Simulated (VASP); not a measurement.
# ZrB2 (P6/mmm) in VASP: density of states with PBE

Aim: the density of states of ZrB2 with PBE.

Everything below comes from runs of VASP 6.6.1. Logs are shortened: lines on timing, memory, paths and dates and some standing lists are left out, and cuts for length are marked.

## (1) Starting point

Symmetry: P6/mmm, No. 191, hexagonal system. Conventional cell: a = 3.175 Å, b = 3.175 Å, c = 3.546 Å, α = 90.00°, β = 90.00°, γ = 120.00°. Zr (site symmetry 6/mmm) is surrounded by 12 B at 2.55 Å. B (site symmetry -6m2) is surrounded by 3 B at 1.83 Å.

## (2) Density of states, PBE

POSCAR

```
ZrB2                                    
1.0
    3.1748291150      0.0000000000      0.0000000000
   -1.5874145575      2.7494826663      0.0000000000
    0.0000000000      0.0000000000      3.5461328651
  Zr              B             
     1     2
Direct
     0.0000000000000000    0.0000000000000000    0.0000000000000000
     0.3333333300000021    0.6666666699999979    0.5000000000000000
     0.6666666699999979    0.3333333300000021    0.5000000000000000
```

INCAR.step1

```
SYSTEM = ZrB2
PREC = Accurate ; ENCUT = 520
EDIFF = 1E-7 ; ISMEAR = 0
SIGMA = 1.0 ; LREAL = .FALSE.
LASPH = .TRUE. ; NELM = 80
ALGO = Normal ; ISIF = 2
LWAVE = .FALSE. ; LCHARG = .TRUE.
LMAXMIX = 4 ; GGA = PE
```

KPOINTS.step1

```
regular mesh
0
G
  15 15 12
  0 0 0
```

INCAR.step2

```
SYSTEM = ZrB2
PREC = Accurate ; ENCUT = 520
EDIFF = 1E-7 ; ISMEAR = -5
SIGMA = 1.0 ; LREAL = .FALSE.
LASPH = .TRUE. ; NELM = 80
ALGO = Normal ; ISIF = 2
LWAVE = .FALSE. ; LCHARG = .FALSE.
LMAXMIX = 4 ; GGA = PE
LORBIT = 11 ; NEDOS = 2001
ICHARG = 11
```

KPOINTS.step2

```
regular mesh
0
G
  23 23 18
  0 0 0
```

Potentials or basis: VASP PAW PBE potentials, release 64 (Zr_sv, B).

Started as:

```bash
cat potpaw_PBE.64/Zr_sv/POTCAR potpaw_PBE.64/B/POTCAR > POTCAR
cp INCAR.step1 INCAR
cp KPOINTS.step1 KPOINTS
mpirun -np 1 vasp_std > vasp.out
cp INCAR.step2 INCAR
cp KPOINTS.step2 KPOINTS
mpirun -np 1 vasp_std > vasp.out
```

OUTCAR:

```text
SYSTEM = ZrB2
   PREC = Accurate
   ENCUT = 520
   EDIFF = 1E-7
   ISMEAR = -5
   LREAL = .FALSE.
   LASPH = .TRUE.
   NELM = 80
   ISIF = 2
   GGA = PE
   LORBIT = 11
   ICHARG = 11

 ion  position               nearest neighbor table
   1  0.000  0.000  0.000-   2 2.55   3 2.55   2 2.55   3 2.55   3 2.55   3 2.55   2 2.55   2 2.55
                             3 2.55   3 2.55   2 2.55   2 2.55
   2  0.333  0.667  0.500-   3 1.83   3 1.83   3 1.83   1 2.55   1 2.55   1 2.55   1 2.55   1 2.55
                             1 2.55
   3  0.667  0.333  0.500-   2 1.83   2 1.83   2 1.83   1 2.55   1 2.55   1 2.55   1 2.55   1 2.55
                             1 2.55

  LATTYP: Found a hexagonal cell.
 ALAT       =     3.1748291150
 C/A-ratio  =     1.1169523576

  Lattice vectors:

 A1 = (   3.1748291150,   0.0000000000,   0.0000000000)
 A2 = (  -1.5874145575,   2.7494826663,   0.0000000000)
 A3 = (   0.0000000000,   0.0000000000,   3.5461328651)

Analysis of symmetry for initial positions (statically):
=====================================================================
 Subroutine PRICEL returns:
 Original cell was already a primitive cell.

 Routine SETGRP: Setting up the symmetry group for a
 hexagonal supercell.

 Subroutine GETGRP returns: Found 24 space group operations
 (whereof 24 operations were pure point group operations)
 out of a pool of 24 trial point group operations.

The static configuration has the point symmetry D_6h.

Analysis of symmetry for dynamics (positions and initial velocities):
=====================================================================
 Subroutine PRICEL returns:
 Original cell was already a primitive cell.

 Routine SETGRP: Setting up the symmetry group for a
 hexagonal supercell.

 Subroutine GETGRP returns: Found 24 space group operations
 (whereof 24 operations were pure point group operations)
 out of a pool of 24 trial point group operations.

The dynamic configuration has the point symmetry D_6h.

 Subroutine INISYM returns: Found 24 space group operations
 (whereof 24 operations are pure point group operations),
 and found     1 'primitive' translations

----------------------------------------------------------------------------------------

                                     Primitive cell

  volume of cell :      30.9547

  direct lattice vectors                    reciprocal lattice vectors
     3.174829115  0.000000000  0.000000000     0.314977583  0.181852392  0.000000000
    -1.587414558  2.749482666  0.000000000     0.000000000  0.363704784  0.000000000
     0.000000000  0.000000000  3.546132865     0.000000000  0.000000000  0.281997330

  length of vectors
     3.174829115  3.174829115  3.546132865     0.363704784  0.363704784  0.281997330

  position of ions in fractional coordinates (direct lattice)
     0.000000000  0.000000000  0.000000000
     0.333333330  0.666666670  0.500000000
     0.666666670  0.333333330  0.500000000

  ion indices of the primitive-cell ions
   primitive index   ion index
                 1           1
                 2           2
                 3           3

----------------------------------------------------------------------------------------

 KPOINTS: regular mesh

Automatic generation of k-mesh.
 Grid dimensions read from file:
 generate k-points for:   23   23   18

 Generating k-lattice:

  Cartesian coordinates                     Fractional coordinates (reciprocal lattice)
     0.013694678  0.007906626  0.000000000     0.043478261  0.000000000  0.000000000
     0.000000000  0.015813251  0.000000000     0.000000000  0.043478261  0.000000000
     0.000000000  0.000000000  0.015666518     0.000000000  0.000000000  0.055555556

  Length of vectors
     0.015813251  0.015813251  0.015666518

  Shift w.r.t. Gamma in fractional coordinates (k-lattice)
     0.000000000  0.000000000  0.000000000

 TETIRR: Found   9729 inequivalent tetrahedra from    57132

 Subroutine IBZKPT returns following result:
 ===========================================

 Found    560 irreducible k-points:

 Following reciprocal coordinates:
            Coordinates               Weight
  0.000000  0.000000  0.000000      1.000000
  0.043478  0.000000  0.000000      6.000000
  0.086957 -0.000000  0.000000      6.000000
  0.130435 -0.000000  0.000000      6.000000
  0.173913 -0.000000  0.000000      6.000000
  0.217391  0.000000  0.000000      6.000000
[... 16 lines left out ...]
  0.478261  0.043478  0.000000      6.000000
  0.086957  0.086957  0.000000      6.000000
 [... further k-points ...]
   k-points           NKPTS =    560   k-points in BZ     NKDIM =    560   number of bands    NBANDS=     13
   number of dos      NEDOS =   2001   number of ions     NIONS =      3
   total plane-waves  NPLWV =  16128
   dimension x,y,z NGX =    24 NGY =   24 NGZ =   28
   dimension x,y,z NGXF=    48 NGYF=   48 NGZF=   56
   ions per type =               1   2
   NGX,Y,Z   is equivalent  to a cutoff of  12.57, 12.57, 13.13 a.u.
   NGXF,Y,Z  is equivalent  to a cutoff of  25.13, 25.13, 26.25 a.u.
 SYSTEM =  ZrB2
   PREC   = accura    normal or accurate (medium, high low for compatibility)
   ISTART =      0    job   : 0-new  1-cont  2-samecut
   ICHARG =     11    charge: 1-file 2-atom 10-const
   ISPIN  =      1    spin polarized calculation?
   LNONCOLLINEAR =      F non collinear calculations
   LSORBIT =      F    spin-orbit coupling
   LASPH  =      T    aspherical Exc in radial PAW
   ENCUT  =  520.0 eV  38.22 Ry    6.18 a.u.   5.90  5.90  6.59*2*pi/ulx,y,z
   NELM   =     80;   NELMIN=  2; NELMDL=  0     # of ELM steps
   EDIFF  = 0.1E-06   stopping-criterion for ELM
   LREAL  =      F    real-space projection
   EDIFFG = 0.1E-05   stopping-criterion for IOM
   NSW    =      0    number of steps for IOM
   IBRION =     -1    ionic relax: 0-MD 1-quasi-New 2-CG
   NFREE  =      0    steps in history (QN), initial steepest desc. (CG)
   ISIF   =      2    stress and relaxation
   ISYM   =      2    0-nonsym 1-usesym 2-fastsym
   POTIM  = 0.5000    time-step for ionic-motion
   TEBEG  =    0.0;   TEEND  =   0.0 temperature during run
   PSTRESS=    0.0 pullay stress
   NELECT =      18.0000    total number of electrons
   NUPDOWN=      -1.0000    fix difference up-down
   EMIN   =  10.00;   EMAX   =-10.00  energy-range for DOS
   EFERMI =   0.00;   METHOD = LEGACY
   ISMEAR =    -5;   SIGMA  =   1.00  broadening in eV -4-tet -1-fermi 0-gaus
   EFERMI_NEDOS =   21; number of points for ismear=-14 and -15
   IALGO  =     38    algorithm
   IMIX   =      4    mixing-type and parameters
     AMIX     =   0.40;   BMIX     =  1.00
     AMIX_MAG =   1.60;   BMIX_MAG =  1.00
  volume/ion in A,a.u.               =      10.32        69.63
  Fermi-wavevector in a.u.,A,eV,Ry     =   1.366439  2.582195 25.404190  1.867155
  Thomas-Fermi vector in A             =   2.492579
   LORBIT       =     11    0 simple, 1 ext, 2 COOP (PROOUT), +10 PAW based schemes
   GGA     = PE    functional components
   LHFCALC =     F    Hartree Fock is set to
   AEXX    =    0.0000 exact exchange contribution
   IVDW    =     0    specifies the selected vdW correction
   LEPSILON=     F    determine dielectric tensor
   LRPA    =     F    only Hartree local field effects (RPA)
 non-spin polarized calculation
 Fermi weights with tetrahedron method with Bloechl corrections
  energy-cutoff  :      520.00
  volume of cell :       30.95
 maximum number of plane-waves:       852
 NGX is ok and might be reduce to    24

 number of electron      18.0000000 magnetization

 Free energy of the ion-electron system (eV)
  ---------------------------------------------------
  ext. energy  EPLUGINS =         0.00000000
  ---------------------------------------------------
  free energy    TOTEN  =       -24.97784880 eV

  energy without entropy =      -24.97784880  energy(sigma->0) =      -24.97784880

 E-fermi :  10.5394     XC(G=0): -12.4102

 val. band max:       10.5447946025   @ k =   0.0870   0.0435   0.3333
 cond. band min:      10.4450469807   @ k =   0.1739   0.1304   0.1667
 fundamental gap:     -0.0997476218
 Fermi energy:        10.5393527122

 k-point     1 :       0.0000    0.0000    0.0000
  band No.  band energies     occupation
      1     -38.1979      2.00000
      2     -16.3797      2.00000
      3     -15.8372      2.00000
      4     -15.8372      2.00000
      5      -2.2462      2.00000
      6       7.8513      2.00000
      7       7.8513      2.00000
      8       7.8766      2.00000
      9       8.0833      2.00000
     10      13.8273      0.00000
     11      13.8273      0.00000
     12      14.5777      0.00000
     13      14.5777      0.00000

 k-point     2 :       0.0435    0.0000    0.0000
  band No.  band energies     occupation
      1     -38.1958      2.00000
      2     -16.3766      2.00000
      3     -15.8557      2.00000
      4     -15.8412      2.00000
      5      -2.2083      2.00000
      6       7.7338      2.00000
      7       7.8525      2.00000
      8       7.9144      2.00000
      9       8.0405      2.00000
     10      13.8031      0.00000
     11      13.8915      0.00000
     12      14.2816      0.00000
     13      14.3758      0.00000

 k-point     3 :       0.0870   -0.0000    0.0000
  band No.  band energies     occupation
      1     -38.1897      2.00000
      2     -16.3675      2.00000
      3     -15.9092      2.00000
      4     -15.8528      2.00000
      5      -2.0959      2.00000
      6       7.4086      2.00000
      7       7.8531      2.00000
      8       7.9210      2.00000
      9       8.0215      2.00000
     10      13.7334      0.00000
     11      13.7459      0.00000
     12      14.0618      0.00000
     13      14.0664      0.00000

 k-point     4 :       0.1304   -0.0000    0.0000
  band No.  band energies     occupation
      1     -38.1800      2.00000
      2     -16.3530      2.00000
      3     -15.9931      2.00000
      4     -15.8712      2.00000
      5      -1.9124      2.00000
      6       6.9369      2.00000
      7       7.7468      2.00000
      8       7.8459      2.00000
      9       8.1759      2.00000
     10      13.2163      0.00000
     11      13.6263      0.00000
     12      13.8418      0.00000
     13      14.2665      0.00000

 k-point     5 :       0.1739   -0.0000    0.0000
  band No.  band energies     occupation
      1     -38.1674      2.00000
      2     -16.3342      2.00000
      3     -16.0999      2.00000
      4     -15.8949      2.00000
      5      -1.6630      2.00000
      6       6.3771      2.00000
      7       7.5432      2.00000
      8       7.8223      2.00000
      9       8.3366      2.00000
     10      12.7976      0.00000
     11      13.4932      0.00000
     12      13.7453      0.00000
     13      14.3781      0.00000
[... 257 lines left out ...]
 k-point    22 :       0.4348    0.0435    0.0000
  band No.  band energies     occupation
      1     -38.0854      2.00000
      2     -16.7368      2.00000
      3     -16.2111      2.00000
      4     -16.0545      2.00000
      5       1.1575      2.00000
      6       2.3781      2.00000
      7       6.6106      2.00000
      8       7.0380      2.00000
      9       8.2029      2.00000
     10      11.9395      0.00000
     11      13.5743      0.00000
     12      14.7514      0.00000
     13      15.4277      0.00000

 k-point    23 :       0.4783    0.0435    0.0000
  band No.  band energies     occupation
      1     -38.0833      2.00000
      2     -16.7524      2.00000
      3     -16.2079      2.00000
      4     -16.0585      2.00000
      5       1.5556      2.00000
      6       1.9579      2.00000
      7       6.5921      2.00000
      8       7.0145      2.00000
      9       8.1762      2.00000
     10      11.8980      0.00000
     11      13.5458      0.00000
     12      15.0747      0.00000
     13      15.3747      0.00000

 k-point    24 :       0.0870    0.0870    0.0000
  band No.  band energies     occupation
      1     -38.1744      2.00000
      2     -16.3447      2.00000
      3     -16.0363      2.00000
      4     -15.8858      2.00000
      5      -1.8042      2.00000
      6       6.7314      2.00000
      7       7.6582      2.00000
      8       7.7172      2.00000
      9       8.3216      2.00000
     10      13.0736      0.00000
     11      13.4125      0.00000
     12      13.6730      0.00000
     13      14.5435      0.00000

 [... further k-points ...]

------------------------ aborting loop because EDIFF is reached ----------------------------------------

  FORCE on cell =-STRESS in cart. coord.  units (eV):
  Direction    XX          YY          ZZ          XY          YZ          ZX
  --------------------------------------------------------------------------------------
  -------------------------------------------------------------------------------------
  Total       -0.2228919     -0.2228919     -0.1064444      0.0000000      0.0000000      0.0000000
  in kB      -11.5366171    -11.5366171     -5.5094355      0.0000000      0.0000000      0.0000000
  external PRESSURE =      -9.5275565 kB  Pullay stress =       0.0000000 kB

 VOLUME and BASIS-vectors are now :
 -----------------------------------------------------------------------------
  energy-cutoff  :      520.00
  volume of cell :       30.95
      direct lattice vectors                 reciprocal lattice vectors
     3.174829115  0.000000000  0.000000000     0.314977583  0.181852392  0.000000000
    -1.587414558  2.749482666  0.000000000     0.000000000  0.363704784  0.000000000
     0.000000000  0.000000000  3.546132865     0.000000000  0.000000000  0.281997330

 POSITION                                       TOTAL-FORCE (eV/Angst)
 -----------------------------------------------------------------------------------
      0.00000      0.00000      0.00000         0.000000      0.000000      0.000000
     -0.00000      1.83299      1.77307         0.000000     -0.000000      0.000000
      1.58741      0.91649      1.77307        -0.000000      0.000000     -0.000000
 -----------------------------------------------------------------------------------
    total drift:                                0.000000     -0.000000     -0.000000

  FREE ENERGIE OF THE ION-ELECTRON SYSTEM (eV)
  ---------------------------------------------------
  free  energy   TOTEN  =       -24.9778487957 eV

  energy  without entropy=      -24.9778487957  energy(sigma->0) =      -24.97784880

 total charge

# of ion       s       p       d       tot
------------------------------------------
    1        2.167   6.028   1.762   9.957
    2        0.663   1.234   0.000   1.897
    3        0.663   1.234   0.000   1.897
--------------------------------------------------
tot          3.493   8.497   1.762  13.752
```

Run time: 2 min. Hardware: 1 thread of AMD EPYC 9R14 (Zen 4), shared host; peak memory 0.32 GiB.

What came out:

```yaml
Valence_electrons_inside_the_program's_atomic_spheres: Zr 9.96; B 1.90
```

States per cell in windows of 1 eV (zero at the Fermi level; states under -8 eV left out):
| from (eV) | total | Zr1_d | B2_p | B3_p | B2_s | B3_s | Zr1_p |
| --- | --- | --- | --- | --- | --- | --- | --- |
| -8.0 | 0.65 | 0.05 | 0.07 | 0.07 | 0.09 | 0.09 | 0.02 |
| -7.0 | 0.56 | 0.05 | 0.08 | 0.08 | 0.05 | 0.05 | 0.01 |
| -6.0 | 0.80 | 0.08 | 0.14 | 0.14 | 0.03 | 0.03 | 0.02 |
| -5.0 | 1.26 | 0.17 | 0.24 | 0.24 | 0.02 | 0.02 | 0.03 |
| -4.0 | 2.02 | 0.39 | 0.34 | 0.34 | 0.01 | 0.01 | 0.07 |
| -3.0 | 1.51 | 0.42 | 0.20 | 0.20 | 0.00 | 0.00 | 0.05 |
| -2.0 | 0.76 | 0.33 | 0.06 | 0.06 | 0.00 | 0.00 | 0.01 |
| -1.0 | 0.25 | 0.13 | 0.02 | 0.02 | 0.00 | 0.00 | 0.00 |
| 0.0 | 0.54 | 0.27 | 0.04 | 0.04 | 0.00 | 0.00 | 0.00 |
| 1.0 | 1.16 | 0.57 | 0.09 | 0.09 | 0.01 | 0.01 | 0.01 |
| 2.0 | 1.28 | 0.74 | 0.07 | 0.07 | 0.01 | 0.01 | 0.01 |
| 3.0 | 1.60 | 0.97 | 0.09 | 0.09 | 0.02 | 0.02 | 0.01 |
| 4.0 | 1.88 | 1.19 | 0.09 | 0.09 | 0.04 | 0.04 | 0.01 |
| 5.0 | 1.07 | 0.62 | 0.07 | 0.07 | 0.02 | 0.02 | 0.01 |
| 6.0 | 0.42 | 0.21 | 0.04 | 0.04 | 0.01 | 0.01 | 0.00 |
| 7.0 | 0.05 | 0.02 | 0.01 | 0.01 | 0.00 | 0.00 | 0.00 |

Caveat: tetrahedron occupations give inexact forces and stress in metals.
